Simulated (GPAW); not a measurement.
# A K chain with one Ag atom in line: transmission at several levels

Aim: T(E), conductance and thermopower of a K chain with one Ag atom in line, and what cheaper settings cost in accuracy.

Method: GPAW LCAO, PAW setups; Landauer transmission from Green's functions with principal layers (ASE), zero bias, in GPAW 26.7.0.

### 1. Set-up

The cell holds 11 atoms: 10 K and 1 Ag. Cell: a = 9.000 Å, b = 9.000 Å, c = 43.460 Å, α = 90.0°, β = 90.0°, γ = 90.0°. Regions: left lead, 5 atoms (5 K); channel, 1 atom (1 Ag); right lead, 5 atoms (5 K). Vacuum lies along a and b. The structure is stacked along c, and the current runs across the ab planes.

### 2. GPAW, dzp

The script solves lead and junction separately, takes H and S in the orbital basis, and joins semi-infinite leads through their self-energies; the dzp basis is the working standard.

run.py

```python
import json
import numpy as np
from ase import Atoms
from ase.transport.calculators import TransportCalculator
from gpaw import GPAW, FermiDirac
from gpaw.lcao.tools import get_lcao_hamiltonian
from scipy.linalg import eigh

# The junction with lead layers at both ends, along the third cell vector
device = Atoms(
    ['K', 'K', 'K', 'K', 'K', 'Ag', 'K', 'K', 'K', 'K', 'K'],
    positions=[
        [4.50000, 4.50000, 2.05000],
        [4.50000, 4.50000, 6.15000],
        [4.50000, 4.50000, 10.25000],
        [4.50000, 4.50000, 14.35000],
        [4.50000, 4.50000, 18.45000],
        [4.50000, 4.50000, 21.73010],
        [4.50000, 4.50000, 25.01020],
        [4.50000, 4.50000, 29.11020],
        [4.50000, 4.50000, 33.21020],
        [4.50000, 4.50000, 37.31020],
        [4.50000, 4.50000, 41.41020]],
    cell=[[9.0, 0.0, 0.0], [0.0, 9.0, 0.0], [0.0, 0.0, 43.4602]],
    pbc=True)

# One principal layer of the lead: the first 3 atoms of the device
lead = Atoms(
    ['K', 'K', 'K'],
    positions=[
        [4.50000, 4.50000, 2.05000],
        [4.50000, 4.50000, 6.15000],
        [4.50000, 4.50000, 10.25000]],
    cell=[[9.0, 0.0, 0.0], [0.0, 9.0, 0.0], [0.0, 0.0, 12.3]],
    pbc=True)

settings = dict(mode='lcao', basis='dzp', xc='PBE', h=0.2,
                occupations=FermiDirac(0.1), maxiter=250,
                mixer=dict(beta=0.1, nmaxold=8, weight=100.0),
                convergence=dict(density=0.0001))
energies = np.arange(-2, 2 + 1e-9, 0.05)
eta = 0.0001
n1, n2 = 1, 1
# k and -k transmit alike, so half of the mesh across the current serves
mesh = [(i, j) for i in range(n1) for j in range(n2) if (i, j) <= (-i % n1, -j % n2)]
weights = np.array([1 if (i, j) == (-i % n1, -j % n2) else 2 for i, j in mesh]) / (n1 * n2)

# [... helper functions left out ...]
fermi_lead = ground_state(lead, (1, 1, 9), 'lead.txt')
fermi_device = ground_state(device, (1, 1, 2), 'device.txt')
# [... loop over the mesh left out, but for ...]
        # Shift the lead onto the potential of the device's first layer
        shift = ((H[:, 0, 0] - H0[:, 0, 0]) / S0[0, 0]).real.mean()
# [...]
kT = 8.617333e-5 * 200
bias = [0.1, 0.2, 0.5, 1.0, 1.5, 2.0]
# [... integrals and printing left out ...]
```

The run is started by

```
$ OMP_NUM_THREADS=1 OPENBLAS_NUM_THREADS=1 python run.py
```

The program printed:

```text
basis functions: device 217, principal layer 57
Fermi level: lead -1.7160 eV, device -1.7497 eV; lead shifted by -0.0045 eV
largest coupling past the next layer 3.36e-07 eV, largest misfit of the first layer 0.040 eV
  E-E_F (eV)   T (one spin)  channels
    -2.000    2.6854e-13    0.0000
    -1.950    2.6225e-13    0.0000
    -1.900    2.5604e-13    0.0000
    -1.850    2.4990e-13    0.0000
    -1.800    2.4382e-13    0.0000
    -1.750    2.3778e-13    0.0000
    -1.700    2.3178e-13    0.0000
    -1.650    2.2579e-13    0.0000
    -1.600    2.1979e-13    0.0000
    -1.550    2.1376e-13    0.0000
    -1.500    2.0768e-13    0.0000
    -1.450    2.0153e-13    0.0000
    -1.400    1.9537e-13    0.0000
    -1.350    1.8944e-13    0.0000
    -1.300    1.8474e-13    0.0000
    -1.250    1.8559e-13    0.0000
[...]
1.650    9.4150e-02    2.0000
     1.700    1.9496e-01    2.0000
     1.750    3.1134e-01    2.0000
     1.800    4.7527e-01    2.0000
     1.850    6.9358e-01    2.0000
     1.900    9.3892e-01    2.0000
     1.950    1.1740e+00    2.0000
     2.000    1.3819e+00    2.0000
conductance at 200 K: 0.37673 G0 a cell; thermopower 0.3075 uV/K
current from the zero-bias T(E) at 0.1 V: 2.9156 uA
current from the zero-bias T(E) at 0.2 V: 5.8113 uA
current from the zero-bias T(E) at 0.5 V: 14.173 uA
current from the zero-bias T(E) at 1.0 V: 26.297 uA
current from the zero-bias T(E) at 1.5 V: 34.986 uA
current from the zero-bias T(E) at 2.0 V: 43.464 uA
```

It took 76 s on 1 thread of Arm Neoverse V2, shared host; peak memory 1.5 GiB.

This step gave:

- conductance: 0.3767 G₀
- largest coupling past the next principal layer: 3.36e-7 eV
- largest misfit of the first principal layer: 0.03955 eV
- shift that aligns the lead: -0.004526 eV
- basis functions of the junction: 217
- basis functions of a principal layer: 57
- transmission at the Fermi level (one spin): 0.3774
- open channels of the lead at the Fermi level (one spin): 1

One spin. Transmission, zone mean against energy, zero at the Fermi level:

```csv
energy (eV),"transmission, zone mean"
-2.00,0
-1.85,0
-1.70,0
-1.60,0
-1.45,0
-1.30,0
-1.15,0
-1.05,0
-0.90,0
-0.75,0
-0.60,0.0336
-0.50,0.171
-0.35,0.271
-0.20,0.347
-0.05,0.378
0.00,0.377
0.05,0.375
0.20,0.366
0.35,0.369
0.50,0.386
0.60,0.401
0.75,0.424
0.90,0.442
1.00,0.446
1.05,0.446
1.15,0.438
1.30,0.396
1.45,0.267
1.60,0.0124
1.70,0.195
1.85,0.694
2.00,1.38
```

Crossings of the lead's bands, unfolded to its shortest repeat. Open channels, zone mean against energy, zero at the Fermi level:

```
energy (eV)  open channels, zone mean
      -2.00                         0
      -1.85                         0
      -1.70                         0
      -1.60                         0
      -1.45                         0
      -1.30                         0
      -1.15                         0
      -1.05                         0
      -0.90                         0
      -0.75                         0
      -0.60                         1
      -0.50                         1
      -0.35                         1
      -0.20                         1
      -0.05                         1
       0.00                         1
       0.05                         1
       0.20                         1
       0.35                         1
       0.50                         1
       0.60                         1
       0.75                         1
       0.90                         1
       1.05                         1
       1.15                         1
       1.30                         1
       1.45                         1
       1.60                         2
       1.70                         2
       1.85                         2
       2.00                         2
```

Not self-consistent under bias; the bias window is split evenly. The current through one cell, from the zero-bias transmission by bias:

```csv
bias (V),"current through one cell, from the zero-bias transmission (μA)"
0.100,2.92
0.200,5.81
0.500,14.2
1.000,26.3
1.500,35.0
2.000,43.5
```

The transmission of the three most open eigenchannels by energy, zero at the Fermi level:

| energy (eV) | channel 1 | channel 2 | channel 3 |
| --- | --- | --- | --- |
| -2.00 | 0 | 0 | 0 |
| -1.90 | 0 | 0 | 0 |
| -1.80 | 0 | 0 | 0 |
| -1.70 | 0 | 0 | 0 |
| -1.55 | 0 | 0 | 0 |
| -1.45 | 0 | 0 | 0 |
| -1.35 | 0 | 0 | 0 |
| -1.25 | 0 | 0 | 0 |
| -1.15 | 0 | 0 | 0 |
| -1.05 | 0 | 0 | 0 |
| -0.90 | 0 | 0 | 0 |
| -0.80 | 0 | 0 | 0 |
| -0.70 | 3.9e-12 | 0 | 0 |
| -0.60 | 0.0336 | 0 | 0 |
| -0.50 | 0.171 | 0 | 0 |
| -0.40 | 0.243 | 0 | 0 |
| -0.25 | 0.325 | 0 | 0 |
| -0.15 | 0.364 | 0 | 0 |
| -0.05 | 0.378 | 0 | 0 |
| 0.00 | 0.377 | 0 | 0 |
| 0.05 | 0.375 | 0 | 0 |
| 0.15 | 0.368 | 0 | 0 |
| 0.25 | 0.365 | 0 | 0 |
| 0.40 | 0.374 | 0 | 0 |
| 0.50 | 0.386 | 0 | 0 |
| 0.60 | 0.401 | 0 | 0 |
| 0.70 | 0.417 | 0 | 0 |
| 0.80 | 0.431 | 0 | 0 |
| 0.90 | 0.442 | 0 | 0 |
| 1.05 | 0.446 | 0 | 0 |
| 1.15 | 0.438 | 0 | 0 |
| 1.25 | 0.416 | 0 | 0 |
| 1.35 | 0.368 | 0 | 0 |
| 1.45 | 0.267 | 0 | 0 |
| 1.55 | 0.0247 | 1.5e-11 | 1.5e-11 |
| 1.70 | 0.0975 | 0.0975 | 1.6e-7 |
| 1.80 | 0.238 | 0.238 | 1.2e-7 |
| 1.90 | 0.469 | 0.469 | 4.4e-8 |
| 2.00 | 0.691 | 0.691 | 1.8e-4 |

Couplings past the next layer reach 3.4e-7 eV, small enough to drop; the matrix elements of the cell's first layer differ from the bulk lead's by up to 0.040 eV. That layer keeps its own values in the calculation, and only beyond it is the lead taken as perfect. The Fermi levels of lead and junction count from different zeros of potential, one for each periodic cell; with both set to zero, the small remaining shift is what aligns them. By hand: G = 0.3767 × 77.48 μS = 29.2 μS, a resistance of 34.3 kΩ; at 0.1 V a linear junction would pass 2.92 μA, and the integral over the bias window gives 2.92 μA.

### 3. Single-zeta polarised basis

One radial function a shell plus polarisation makes the matrices smaller; the question is what that costs.

run.py, as its differences from that of step 2:

```diff
@@ -36,3 +36,3 @@
 
-settings = dict(mode='lcao', basis='dzp', xc='PBE', h=0.2,
+settings = dict(mode='lcao', basis='szp(dzp)', xc='PBE', h=0.2,
                 occupations=FermiDirac(0.1), maxiter=250,
```

The program printed:

```text
basis functions: device 125, principal layer 33
Fermi level: lead -1.7071 eV, device -1.7413 eV; lead shifted by -0.0055 eV
largest coupling past the next layer 3.36e-07 eV, largest misfit of the first layer 0.034 eV
  E-E_F (eV)   T (one spin)  channels
    -2.000    5.1665e-12    0.0000
    -1.950    5.0321e-12    0.0000
    -1.900    4.8990e-12    0.0000
    -1.850    4.7666e-12    0.0000
    -1.800    4.6344e-12    0.0000
    -1.750    4.5021e-12    0.0000
    -1.700    4.3692e-12    0.0000
    -1.650    4.2352e-12    0.0000
    -1.600    4.0994e-12    0.0000
    -1.550    3.9610e-12    0.0000
    -1.500    3.8187e-12    0.0000
    -1.450    3.6707e-12    0.0000
    -1.400    3.5140e-12    0.0000
    -1.350    3.3438e-12    0.0000
    -1.300    3.1511e-12    0.0000
    -1.250    2.9182e-12    0.0000
[...]
1.650    9.1225e-02    2.0000
     1.700    1.9690e-01    2.0000
     1.750    3.2191e-01    2.0000
     1.800    4.9302e-01    2.0000
     1.850    7.1400e-01    2.0000
     1.900    9.5692e-01    2.0000
     1.950    1.1874e+00    2.0000
     2.000    1.3916e+00    2.0000
conductance at 200 K: 0.40192 G0 a cell; thermopower 0.3872 uV/K
current from the zero-bias T(E) at 0.1 V: 3.1107 uA
current from the zero-bias T(E) at 0.2 V: 6.2011 uA
current from the zero-bias T(E) at 0.5 V: 15.141 uA
current from the zero-bias T(E) at 1.0 V: 28.035 uA
current from the zero-bias T(E) at 1.5 V: 37.182 uA
current from the zero-bias T(E) at 2.0 V: 46.27 uA
```

Run time: 59 s. Hardware: 1 thread; peak memory 1.4 GiB.

Numbers from this step:

| Quantity | Value |
| --- | --- |
| conductance | 0.4019 G₀ |
| largest misfit of the first principal layer | 0.03373 eV |
| shift that aligns the lead | -0.005532 eV |
| basis functions of the junction | 125 |
| basis functions of a principal layer | 33 |
| transmission at the Fermi level (one spin) | 0.4026 |

One spin. Table of transmission, zone mean by energy, zero at the Fermi level:

```
energy (eV)  transmission, zone mean
     -2.000                  5.2e-12
     -1.800                  4.6e-12
     -1.600                  4.1e-12
     -1.400                  3.5e-12
     -1.200                  2.6e-12
     -1.000                  5.9e-12
     -0.800                  3.7e-12
     -0.600                   0.0357
     -0.400                    0.262
     -0.200                    0.374
      0.000                    0.403
      0.200                    0.388
      0.400                    0.392
      0.600                    0.421
      0.800                    0.459
      1.000                    0.484
      1.050                    0.486
      1.200                    0.474
      1.400                    0.370
      1.600                   0.0130
      1.800                    0.493
      2.000                     1.39
```

Crossings of the lead's bands, unfolded to its shortest repeat. Open channels, zone mean against energy, zero at the Fermi level:

| energy (eV) | open channels, zone mean |
| --- | --- |
| -0.800 | 0 |
| -0.600 | 1 |
| -0.400 | 1 |
| -0.200 | 1 |
| 0.000 | 1 |
| 0.200 | 1 |
| 0.400 | 1 |
| 0.600 | 1 |
| 0.800 | 1 |
| 1.000 | 1 |
| 1.200 | 1 |
| 1.400 | 1 |
| 1.600 | 2 |
| 1.800 | 2 |
| 2.000 | 2 |

Not self-consistent under bias; the bias window is split evenly. Table of current through one cell, from the zero-bias transmission by bias:

```csv
bias (V),"current through one cell, from the zero-bias transmission (μA)"
0.100,3.11
0.200,6.20
0.500,15.1
1.000,28.0
1.500,37.2
2.000,46.3
```

Transmission of the three most open eigenchannels against energy, zero at the Fermi level:

```csv
energy (eV),channel 1,channel 2,channel 3
-2.00,5.2e-12,0,0
-1.85,4.8e-12,0,0
-1.70,4.4e-12,0,0
-1.60,4.1e-12,0,0
-1.45,3.7e-12,0,0
-1.30,3.2e-12,0,0
-1.15,2.1e-12,0,0
-1.05,4.4e-11,0,0
-0.90,4.0e-12,0,0
-0.75,3.7e-12,0,0
-0.60,0.0357,2.9e-12,0
-0.50,0.180,3.0e-12,0
-0.35,0.295,2.5e-12,0
-0.20,0.374,2.0e-12,0
-0.05,0.403,1.6e-12,0
0.00,0.403,1.5e-12,0
0.05,0.399,1.4e-12,0
0.20,0.388,1.1e-12,0
0.35,0.389,0,0
0.50,0.405,0,0
0.60,0.421,0,0
0.75,0.450,0,0
0.90,0.474,0,0
1.05,0.486,0,0
1.15,0.482,0,0
1.30,0.442,0,0
1.45,0.304,0,0
1.60,0.00651,0.00651,1.1e-7
1.70,0.0984,0.0984,1.8e-7
1.85,0.357,0.357,3.7e-8
2.00,0.696,0.696,5.9e-7
```

The conductance, 0.402 G₀, lies 6.7 % above that of the dzp run.

### 4. Minimal basis

One function for each valence shell of the setup, as for a first survey of a large system.

run.py, as its differences from that of step 3:

```diff
@@ -36,3 +36,3 @@
 
-settings = dict(mode='lcao', basis='szp(dzp)', xc='PBE', h=0.2,
+settings = dict(mode='lcao', basis='sz(dzp)', xc='PBE', h=0.2,
                 occupations=FermiDirac(0.1), maxiter=250,
```

The program printed:

```text
basis functions: device 92, principal layer 24
Fermi level: lead -1.6762 eV, device -1.7160 eV; lead shifted by -0.0071 eV
largest coupling past the next layer 3.36e-07 eV, largest misfit of the first layer 0.037 eV
  E-E_F (eV)   T (one spin)  channels
    -2.000    1.2485e-16    0.0000
    -1.950    1.2730e-16    0.0000
    -1.900    1.3218e-16    0.0000
[...]
1.950    1.2326e+00    2.0000
     2.000    1.4408e+00    2.0000
conductance at 200 K: 0.43652 G0 a cell; thermopower 0.6065 uV/K
current from the zero-bias T(E) at 0.1 V: 3.3786 uA
current from the zero-bias T(E) at 0.2 V: 6.7359 uA
current from the zero-bias T(E) at 0.5 V: 16.459 uA
current from the zero-bias T(E) at 1.0 V: 30.37 uA
current from the zero-bias T(E) at 1.5 V: 39.922 uA
current from the zero-bias T(E) at 2.0 V: 49.331 uA
```

The job ended after 43 s (1 thread; peak memory 1.3 GiB).

Numbers from this step:

```
conductance                                 : 0.4365 G₀
largest misfit of the first principal layer : 0.03707 eV
shift that aligns the lead                  : -0.007096 eV
basis functions of the junction             : 92
basis functions of a principal layer        : 24
transmission at the Fermi level (one spin)  : 0.4373
```

The conductance, 0.437 G₀, lies 16 % above that of the dzp run.

### 5. revPBE in the dzp basis: xc = "revPBE"

Back in the dzp basis, the functional changes from PBE to revPBE, to set the spread between functionals beside that between bases.

run.py, as its differences from that of step 4:

```diff
@@ -36,3 +36,3 @@
 
-settings = dict(mode='lcao', basis='sz(dzp)', xc='PBE', h=0.2,
+settings = dict(mode='lcao', basis='dzp', xc='revPBE', h=0.2,
                 occupations=FermiDirac(0.1), maxiter=250,
```

The program printed:

```text
basis functions: device 217, principal layer 57
Fermi level: lead -1.6256 eV, device -1.6559 eV; lead shifted by -0.0064 eV
largest coupling past the next layer 3.36e-07 eV, largest misfit of the first layer 0.042 eV
  E-E_F (eV)   T (one spin)  channels
    -2.000    2.4135e-13    0.0000
    -1.950    2.3604e-13    0.0000
    -1.900    2.3082e-13    0.0000
[...]
1.950    9.7898e-01    2.0000
     2.000    1.1626e+00    2.0000
conductance at 200 K: 0.33851 G0 a cell; thermopower 1.311 uV/K
current from the zero-bias T(E) at 0.1 V: 2.6205 uA
current from the zero-bias T(E) at 0.2 V: 5.2264 uA
current from the zero-bias T(E) at 0.5 V: 12.785 uA
current from the zero-bias T(E) at 1.0 V: 23.754 uA
current from the zero-bias T(E) at 1.5 V: 31.347 uA
current from the zero-bias T(E) at 2.0 V: 38.619 uA
```

Elapsed: 80 s, on 1 thread; peak memory 1.5 GiB.

Numbers from this step:

* conductance: 0.3385 G₀
* largest misfit of the first principal layer: 0.04218 eV
* shift that aligns the lead: -0.006355 eV
* basis functions of the junction: 217
* basis functions of a principal layer: 57
* transmission at the Fermi level (one spin): 0.3390

The conductance, 0.339 G₀, lies 10 % below that of the dzp run.

### 6. The ladder

Times are for 1 thread of Arm Neoverse V2, shared host. The series side by side:

```csv
no.,run,conductance (G₀),time,memory (GiB)
1,dzp,0.3767,76 s,1.5
2,szp,0.4019,59 s,1.4
3,sz,0.4365,43 s,1.3
4,dzp revPBE,0.3385,80 s,1.5
```

### 7. Comparison

The curves are compared point by point over the common energies.

This step: comparison of transmission and cost over codes and levels (GPAW 26.7.0).

Ladder, by row:

```
      step  code  T at the Fermi level (sum over the listed spins)  conductance (G0)  r.m.s. T(E) from the first  wall time (s)  peak memory (GiB)  threads
       dzp  GPAW                                            0.3774            0.3767                           0          75.93               1.46        1
       szp  GPAW                                            0.4026            0.4019                     0.02158          59.02                1.4        1
        sz  GPAW                                            0.4373            0.4365                     0.03917          42.94                1.3        1
dzp-revPBE  GPAW                                             0.339            0.3385                     0.05629          79.99               1.47        1
```

Table of transmission, zone mean, sum over the listed spins by energy, zero at the Fermi level:

```
energy (eV)      dzp      szp       sz  dzp-revPBE
      -2.00  2.7e-13  5.2e-12        0     2.4e-13
      -1.85  2.5e-13  4.8e-12        0     2.3e-13
      -1.70  2.3e-13  4.4e-12        0     2.1e-13
      -1.50  2.1e-13  3.8e-12        0     1.9e-13
      -1.35  1.9e-13  3.3e-12        0     1.8e-13
      -1.20  2.2e-13  2.6e-12        0     1.9e-13
      -1.05  7.4e-13  4.4e-11        0     1.3e-12
      -0.90  3.2e-13  4.0e-12        0     2.7e-13
      -0.70  4.2e-12  1.1e-11  3.9e-12     3.1e-12
      -0.55    0.112    0.117    0.116       0.103
      -0.40    0.243    0.262    0.289       0.233
      -0.25    0.325    0.352    0.390       0.307
      -0.10    0.374    0.400    0.436       0.343
       0.00    0.377    0.403    0.437       0.339
       0.10    0.371    0.395    0.427       0.327
       0.25    0.365    0.387    0.415       0.319
       0.40    0.374    0.392    0.417       0.326
       0.55    0.393    0.413    0.435       0.343
       0.70    0.417    0.440    0.460       0.362
       0.90    0.442    0.474    0.490       0.378
       1.00    0.446    0.484    0.498       0.379
       1.05    0.446    0.486    0.499       0.376
       1.20    0.429    0.474    0.485       0.352
       1.35    0.368    0.413    0.423       0.279
       1.50    0.174    0.203    0.217      0.0605
       1.70    0.195    0.197    0.199       0.194
       1.85    0.694    0.714    0.747       0.608
       2.00     1.38     1.39     1.44        1.16
```

(Part 1 of 2 ends here.)

[Logs are printed without paths, hosts, clocks, repeated set-up lines and the standing remarks that a program may print on its own settings, such as how far it seeks lower states.]

[Hosts, paths, dates, database ids (printed as entryN), source tags and the programs' standing remarks are cut or masked in the printed files.]
